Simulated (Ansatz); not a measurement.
**SrO: the cell at several levels of theory**

One table from this session's results is given with a row withheld; the runs are named, their logs left out.

The COD entry's cell or inner coordinates are ideal or old and differ from later refinements, so a difference from it is no clean test against experiment.

The runs shown are made with Ansatz 0.2.0. PAW datasets, plane waves, zero pressure. Computed at 0 K without zero-point motion; spin polarisation is off.

## The system as given

Space group Fm-3m (No. 225), cubic; conventional cell a = 5.133 Å, 16.90 Å³ an atom. Sr has 6 O at 2.57 Å; O has 6 Sr at 2.57 Å.

The structure in full:

```xyz
2
Lattice="0.0000 2.5663 2.5663 2.5663 0.0000 2.5663 2.5663 2.5663 0.0000" Properties=species:S:1:pos:R:3 pbc="T T T"
Sr    2.5663    2.5663    2.5663
O     0.0000    0.0000    0.0000
```

The first run:

input.yaml

```yaml
crystal:
  lattice:
    - [0.0, 2.5663, 2.5663]
    - [2.5663, 0.0, 2.5663]
    - [2.5663, 2.5663, 0.0]
  atoms:
    - { symbol: Sr, position: [0.5, 0.5, 0.5] }
    - { symbol: O, position: [0.0, 0.0, 0.0] }
kpoints:
  mp_grid: { grid: [8, 8, 8] }
hamiltonian:
  xc: pbe
scf:
  occupations: { method: fermi_dirac, width: 0.02 }
relax:
  f_tol: 0.005
  cell: {}
```

Launch:

```console
> ansatz run input.yaml --threads 2 --pin off --max-ram 2211MiB --backend cpu --events-out ev --progress --plain --runs-dir out
```

Steps of the session up to this table: Relaxing with PBE; Relaxing with r2SCAN; Relaxation with PBEsol; Relaxation with LDA; HSE06: cell and atoms.

One table of the session follows, with a row left open; its other results are not shown here.

| level | a (Å) | volume (Å³/atom) |
| --- | --- | --- |
| PBE | ? | ? |
| r2SCAN | 5.160 | 17.171 |
| PBEsol | 5.123 | 16.802 |
| LDA | 5.064 | 16.236 |
| HSE06 | 5.154 | 17.112 |

**Question.** Estimate the row for PBE.

**Answer.** a (Å): 5.195; volume (Å³/atom): 17.523. In the column «a (Å)» it is the highest.

What this shows: From the start to the first minimum the volume moved by +3.7 %. LDA gives the smallest cell and PBE the largest; they differ by 7.9 % in volume, a mean of 2.6 % in length. The meshes differ: PBE 8×8×8, r2SCAN 8×8×8, PBEsol 8×8×8, LDA 8×8×8, HSE06 6×6×6.
